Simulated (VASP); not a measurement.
# AlN (F-43m) in VASP: band structure with PBEsol

Aim: the band structure of AlN with PBEsol.

Program: VASP 6.6.1. These are calculated values, not measurements. Logs are shortened: lines on timing, memory, paths and dates and some standing lists are left out, and cuts for length are marked.

### 1 The structure

It takes space group F-43m (No. 216, cubic). Conventional cell: a = 4.377 Å, b = 4.377 Å, c = 4.377 Å, α = 90.00°, β = 90.00°, γ = 90.00°. Around Al (site symmetry -43m) lie 4 N at 1.90 Å. Around N (site symmetry -43m) lie 4 Al at 1.90 Å.

Measurements of this composition are mostly on another form, of space group No. 186.

### 2 Band structure, PBEsol

POSCAR reads:

```
AlN                                     
1.0
    0.0000000000      2.1886509709      2.1886509709
    2.1886509709     -0.0000000000      2.1886509709
    2.1886509709      2.1886509709      0.0000000000
  Al              N             
     1     1
Direct
     0.0000000000000000    0.0000000000000000    0.0000000000000000
     0.7500000000000000    0.7500000000000000    0.7500000000000000
```

INCAR.step1 reads:

```
PREC = Accurate
ENCUT = 520
EDIFF = 1E-7
ISMEAR = 0
SIGMA = 0.02
LREAL = False
LASPH = True
NELM = 60
ALGO = Fast
ISIF = 2
LWAVE = False
LCHARG = True
GGA = PS
NBANDS = 11
```

KPOINTS.step1 reads:

```
Automatic mesh
0
Gamma
  12 12 12
```

INCAR.step2 reads:

```
PREC = Accurate
ENCUT = 520
EDIFF = 1E-7
ISMEAR = 0
SIGMA = 0.05
LREAL = False
LASPH = True
NELM = 60
ALGO = Fast
ISIF = 2
LWAVE = False
LCHARG = False
GGA = PS
NBANDS = 11
ICHARG = 11
```

KPOINTS.step2 reads:

```
path GXWKGLUWLK,UX
10
line-mode
reciprocal
 0.0000000000  0.0000000000  0.0000000000  G
 0.5000000000  0.0000000000  0.5000000000  X

 0.5000000000  0.0000000000  0.5000000000  X
 0.5000000000  0.2500000000  0.7500000000  W

 0.5000000000  0.2500000000  0.7500000000  W
 0.3750000000  0.3750000000  0.7500000000  K

 0.3750000000  0.3750000000  0.7500000000  K
 0.0000000000  0.0000000000  0.0000000000  G

 0.0000000000  0.0000000000  0.0000000000  G
 0.5000000000  0.5000000000  0.5000000000  L

 0.5000000000  0.5000000000  0.5000000000  L
 0.6250000000  0.2500000000  0.6250000000  U

 0.6250000000  0.2500000000  0.6250000000  U
 0.5000000000  0.2500000000  0.7500000000  W

 0.5000000000  0.2500000000  0.7500000000  W
 0.5000000000  0.5000000000  0.5000000000  L

 0.5000000000  0.5000000000  0.5000000000  L
 0.3750000000  0.3750000000  0.7500000000  K

 0.6250000000  0.2500000000  0.6250000000  U
 0.5000000000  0.0000000000  0.5000000000  X
```

Potentials or basis: VASP PAW PBE potentials, release 64 (Al, N).

Run with:

```
> cat potpaw_PBE.64/Al/POTCAR potpaw_PBE.64/N/POTCAR > POTCAR
> cp INCAR.step1 INCAR
> cp KPOINTS.step1 KPOINTS
> mpirun -np 1 vasp_std > vasp.out
> cp INCAR.step2 INCAR
> cp KPOINTS.step2 KPOINTS
> mpirun -np 1 vasp_std > vasp.out
```

OUTCAR:

```text
PREC = Accurate
   ENCUT = 520
   EDIFF = 1E-7
   ISMEAR = 0
   LREAL = False
   LASPH = True
   NELM = 60
   ISIF = 2
   GGA = PS
   ICHARG = 11

 ion  position               nearest neighbor table
   1  0.000  0.000  0.000-   2 1.90   2 1.90   2 1.90   2 1.90
   2  0.750  0.750  0.750-   1 1.90   1 1.90   1 1.90   1 1.90

  LATTYP: Found a face centered cubic cell.
 ALAT       =     4.3773019418

  Lattice vectors:

 A1 = (   0.0000000000,   2.1886509709,   2.1886509709)
 A2 = (   2.1886509709,   0.0000000000,   2.1886509709)
 A3 = (   2.1886509709,   2.1886509709,   0.0000000000)

Analysis of symmetry for initial positions (statically):
=====================================================================
 Subroutine PRICEL returns:
 Original cell was already a primitive cell.

 Routine SETGRP: Setting up the symmetry group for a
 face centered cubic supercell.

 Subroutine GETGRP returns: Found 24 space group operations
 (whereof 24 operations were pure point group operations)
 out of a pool of 48 trial point group operations.

The static configuration has the point symmetry T_d .

Analysis of symmetry for dynamics (positions and initial velocities):
=====================================================================
 Subroutine PRICEL returns:
 Original cell was already a primitive cell.

 Routine SETGRP: Setting up the symmetry group for a
 face centered cubic supercell.

 Subroutine GETGRP returns: Found 24 space group operations
 (whereof 24 operations were pure point group operations)
 out of a pool of 48 trial point group operations.

The dynamic configuration has the point symmetry T_d .

 Subroutine INISYM returns: Found 24 space group operations
 (whereof 24 operations are pure point group operations),
 and found     1 'primitive' translations

----------------------------------------------------------------------------------------

                                     Primitive cell

  volume of cell :      20.9681

  direct lattice vectors                    reciprocal lattice vectors
     0.000000000  2.188650971  2.188650971    -0.228451227  0.228451227  0.228451227
     2.188650971  0.000000000  2.188650971     0.228451227 -0.228451227  0.228451227
     2.188650971  2.188650971  0.000000000     0.228451227  0.228451227 -0.228451227

  length of vectors
     3.095219886  3.095219886  3.095219886     0.395689132  0.395689132  0.395689132

  position of ions in fractional coordinates (direct lattice)
     0.000000000  0.000000000  0.000000000
     0.750000000  0.750000000  0.750000000

  ion indices of the primitive-cell ions
   primitive index   ion index
                 1           1
                 2           2

----------------------------------------------------------------------------------------

 KPOINTS: path GXWKGLUWLK,UX

Interpolating k-points between supplied coordinates.

 Line segments in fractional coordinates (reciprocal lattice):
    0.000000  0.000000  0.000000  ...  0.500000  0.000000  0.500000
    0.500000  0.000000  0.500000  ...  0.500000  0.250000  0.750000
    0.500000  0.250000  0.750000  ...  0.375000  0.375000  0.750000
    0.375000  0.375000  0.750000  ...  0.000000  0.000000  0.000000
    0.000000  0.000000  0.000000  ...  0.500000  0.500000  0.500000
    0.500000  0.500000  0.500000  ...  0.625000  0.250000  0.625000
    0.625000  0.250000  0.625000  ...  0.500000  0.250000  0.750000
    0.500000  0.250000  0.750000  ...  0.500000  0.500000  0.500000
    0.500000  0.500000  0.500000  ...  0.375000  0.375000  0.750000
    0.625000  0.250000  0.625000  ...  0.500000  0.000000  0.500000

 Generated    10 points on each line segment, for a total of    100 k-points:

 Following reciprocal coordinates:
            Coordinates               Weight
  0.000000  0.000000  0.000000      0.010000
  0.055556  0.000000  0.055556      0.010000
  0.111111  0.000000  0.111111      0.010000
  0.166667  0.000000  0.166667      0.010000
  0.222222  0.000000  0.222222      0.010000
  0.277778  0.000000  0.277778      0.010000
[... 16 lines left out ...]
  0.472222  0.277778  0.750000      0.010000
  0.458333  0.291667  0.750000      0.010000
 [... further k-points ...]
   k-points           NKPTS =    100   k-points in BZ     NKDIM =    100   number of bands    NBANDS=     11
   number of dos      NEDOS =    301   number of ions     NIONS =      2
   total plane-waves  NPLWV =  13824
   dimension x,y,z NGX =    24 NGY =   24 NGZ =   24
   dimension x,y,z NGXF=    48 NGYF=   48 NGZF=   48
   ions per type =               1   1
   NGX,Y,Z   is equivalent  to a cutoff of  12.89, 12.89, 12.89 a.u.
   NGXF,Y,Z  is equivalent  to a cutoff of  25.78, 25.78, 25.78 a.u.
 SYSTEM =  unknown system
   PREC   = accura    normal or accurate (medium, high low for compatibility)
   ISTART =      0    job   : 0-new  1-cont  2-samecut
   ICHARG =     11    charge: 1-file 2-atom 10-const
   ISPIN  =      1    spin polarized calculation?
   LNONCOLLINEAR =      F non collinear calculations
   LSORBIT =      F    spin-orbit coupling
   LASPH  =      T    aspherical Exc in radial PAW
   ENCUT  =  520.0 eV  38.22 Ry    6.18 a.u.   5.76  5.76  5.76*2*pi/ulx,y,z
   NELM   =     60;   NELMIN=  2; NELMDL=  0     # of ELM steps
   EDIFF  = 0.1E-06   stopping-criterion for ELM
   LREAL  =      F    real-space projection
   EDIFFG = 0.1E-05   stopping-criterion for IOM
   NSW    =      0    number of steps for IOM
   IBRION =     -1    ionic relax: 0-MD 1-quasi-New 2-CG
   NFREE  =      0    steps in history (QN), initial steepest desc. (CG)
   ISIF   =      2    stress and relaxation
   ISYM   =      2    0-nonsym 1-usesym 2-fastsym
   POTIM  = 0.5000    time-step for ionic-motion
   TEBEG  =    0.0;   TEEND  =   0.0 temperature during run
   PSTRESS=    0.0 pullay stress
   NELECT =       8.0000    total number of electrons
   NUPDOWN=      -1.0000    fix difference up-down
   EMIN   =  10.00;   EMAX   =-10.00  energy-range for DOS
   EFERMI =   0.00;   METHOD = LEGACY
   ISMEAR =     0;   SIGMA  =   0.05  broadening in eV -4-tet -1-fermi 0-gaus
   EFERMI_NEDOS =   21; number of points for ismear=-14 and -15
   IALGO  =     68    algorithm
   IMIX   =      4    mixing-type and parameters
     AMIX     =   0.40;   BMIX     =  1.00
     AMIX_MAG =   1.60;   BMIX_MAG =  1.00
  volume/ion in A,a.u.               =      10.48        70.75
  Fermi-wavevector in a.u.,A,eV,Ry     =   1.187367  2.243798 19.182044  1.409840
  Thomas-Fermi vector in A             =   2.323520
   LORBIT       =      0    0 simple, 1 ext, 2 COOP (PROOUT), +10 PAW based schemes
   GGA     = PS    functional components
   LHFCALC =     F    Hartree Fock is set to
   AEXX    =    0.0000 exact exchange contribution
   IVDW    =     0    specifies the selected vdW correction
   LEPSILON=     F    determine dielectric tensor
   LRPA    =     F    only Hartree local field effects (RPA)
 non-spin polarized calculation
 RMM-DIIS sequential band-by-band and
 Gauss-broadening in eV      SIGMA  =   0.05
  energy-cutoff  :      520.00
  volume of cell :       20.97
 maximum number of plane-waves:       588
 NGX is ok and might be reduce to    24

 number of electron       8.0000000 magnetization

 Free energy of the ion-electron system (eV)
  ---------------------------------------------------
  ext. energy  EPLUGINS =         0.00000000
  ---------------------------------------------------
  free energy    TOTEN  =       -15.86058118 eV

  energy without entropy =      -15.86058118  energy(sigma->0) =      -15.86058118

 E-fermi :   6.1590     XC(G=0): -11.1013

 val. band max:        5.8177875294   @ k =   0.0000   0.0000   0.0000
 cond. band min:       9.0018964969   @ k =   0.5000   0.0000   0.5000
 fundamental gap:      3.1841089675
 Fermi energy:         6.1590047964

 k-point     1 :       0.0000    0.0000    0.0000
  band No.  band energies     occupation
      1      -9.1031      2.00000
      2       5.8178      2.00000
      3       5.8178      2.00000
      4       5.8178      2.00000
      5       9.8945      0.00000
      6      18.2243      0.00000
      7      18.2243      0.00000
      8      18.2243      0.00000
      9      23.3550      0.00000
     10      23.3567      0.00000
     11      24.6945      0.00000

 k-point     2 :       0.0556    0.0000    0.0556
  band No.  band energies     occupation
      1      -9.0422      2.00000
      2       5.5309      2.00000
      3       5.7512      2.00000
      4       5.7512      2.00000
      5      10.2073      0.00000
      6      18.0149      0.00000
      7      18.3131      0.00000
      8      18.3131      0.00000
      9      21.8879      0.00000
     10      23.4500      0.00000
     11      24.8877      0.00000

 k-point     3 :       0.1111    0.0000    0.1111
  band No.  band energies     occupation
      1      -8.8623      2.00000
      2       4.8657      2.00000
      3       5.5654      2.00000
      4       5.5654      2.00000
      5      10.9113      0.00000
      6      17.4832      0.00000
      7      18.5658      0.00000
      8      18.5658      0.00000
      9      19.9273      0.00000
     10      23.7261      0.00000
     11      25.4607      0.00000
[... 267 lines left out ...]
 k-point    23 :       0.4722    0.2778    0.7500
  band No.  band energies     occupation
      1      -6.3520      2.00000
      2       1.8948      2.00000
      3       2.3718      2.00000
      4       3.2810      2.00000
      5      11.6569      0.00000
      6      16.7145      0.00000
      7      17.8432      0.00000
      8      18.1083      0.00000
      9      22.7009      0.00000
     10      24.6613      0.00000
     11      30.5778      0.00000

 k-point    24 :       0.4583    0.2917    0.7500
  band No.  band energies     occupation
      1      -6.3633      2.00000
      2       1.8084      2.00000
      3       2.3403      2.00000
      4       3.4829      2.00000
      5      11.5486      0.00000
      6      16.4702      0.00000
      7      18.0627      0.00000
      8      18.2842      0.00000
      9      22.4976      0.00000
     10      24.8113      0.00000
     11      30.4904      0.00000

 [... further k-points ...]

------------------------ aborting loop because EDIFF is reached ----------------------------------------

  FORCE on cell =-STRESS in cart. coord.  units (eV):
  Direction    XX          YY          ZZ          XY          YZ          ZX
  --------------------------------------------------------------------------------------
  -------------------------------------------------------------------------------------
  Total       -0.4836752     -0.4836752     -0.4836752      0.0000000      0.0000000      0.0000000
  in kB      -36.9576969    -36.9576969    -36.9576969      0.0000000      0.0000000      0.0000000
  external PRESSURE =     -36.9576969 kB  Pullay stress =       0.0000000 kB

 VOLUME and BASIS-vectors are now :
 -----------------------------------------------------------------------------
  energy-cutoff  :      520.00
  volume of cell :       20.97
      direct lattice vectors                 reciprocal lattice vectors
     0.000000000  2.188650971  2.188650971    -0.228451227  0.228451227  0.228451227
     2.188650971  0.000000000  2.188650971     0.228451227 -0.228451227  0.228451227
     2.188650971  2.188650971  0.000000000     0.228451227  0.228451227 -0.228451227

 POSITION                                       TOTAL-FORCE (eV/Angst)
 -----------------------------------------------------------------------------------
      0.00000      0.00000      0.00000         0.000000      0.000000      0.000000
      3.28298      3.28298      3.28298        -0.000000     -0.000000     -0.000000
 -----------------------------------------------------------------------------------
    total drift:                               -0.000000     -0.000000     -0.000000

  FREE ENERGIE OF THE ION-ELECTRON SYSTEM (eV)
  ---------------------------------------------------
  free  energy   TOTEN  =       -15.8605811842 eV

  energy  without entropy=      -15.8605811842  energy(sigma->0) =      -15.86058118
```

It took 13 s on 1 thread of Intel Xeon 6975P-C (Granite Rapids), shared host; peak memory 0.14 GiB.

What came out:

| Property | Result |
| --- | --- |
| Band gap on the k mesh | 3.18 eV, indirect (least direct gap 4.08 eV) |
| Band gap along the path | 3.18 eV, indirect (least direct gap 4.08 eV) |

Levels at the corners of the path, in eV from the valence-band top:
```csv
point,band 1,band 2,band 3,band 4,band 5,band 6,band 7,band 8,band 9
Γ,-14.92,0.00,0.00,0.00,4.08,12.41,12.41,12.41,17.54
X,-12.22,-4.93,-1.78,-1.78,3.18,8.44,13.79,15.55,15.55
X,-12.22,-4.93,-1.78,-1.78,3.18,8.44,13.79,15.55,15.55
W,-12.16,-3.79,-3.46,-2.72,5.93,11.23,11.82,12.05,17.06
W,-12.16,-3.79,-3.46,-2.72,5.93,11.23,11.82,12.05,17.06
K,-12.23,-4.28,-3.66,-1.38,5.03,9.95,12.92,14.01,15.04
K,-12.23,-4.28,-3.66,-1.38,5.03,9.95,12.92,14.01,15.04
Γ,-14.92,0.00,0.00,0.00,4.08,12.41,12.41,12.41,17.54
Γ,-14.92,0.00,0.00,0.00,4.08,12.41,12.41,12.41,17.54
L,-12.86,-5.89,-0.48,-0.48,7.23,9.72,11.00,11.00,17.74
L,-12.86,-5.89,-0.48,-0.48,7.23,9.72,11.00,11.00,17.74
U,-12.23,-4.28,-3.66,-1.38,5.03,9.95,12.92,14.01,15.04
U,-12.23,-4.28,-3.66,-1.38,5.03,9.95,12.92,14.01,15.04
W,-12.16,-3.79,-3.46,-2.72,5.93,11.23,11.82,12.05,17.06
W,-12.16,-3.79,-3.46,-2.72,5.93,11.23,11.82,12.05,17.06
L,-12.86,-5.89,-0.48,-0.48,7.23,9.72,11.00,11.00,17.74
L,-12.86,-5.89,-0.48,-0.48,7.23,9.72,11.00,11.00,17.74
K,-12.23,-4.28,-3.66,-1.38,5.03,9.95,12.92,14.01,15.04
U,-12.23,-4.28,-3.66,-1.38,5.03,9.95,12.92,14.01,15.04
X,-12.22,-4.93,-1.78,-1.78,3.18,8.44,13.79,15.55,15.55
```

Caveat: the log is that of the step along the path at fixed density, whose energy, stress, charges and moments have no meaning; the PAW data sets were made with another functional, which shifts forces and pressure a little.
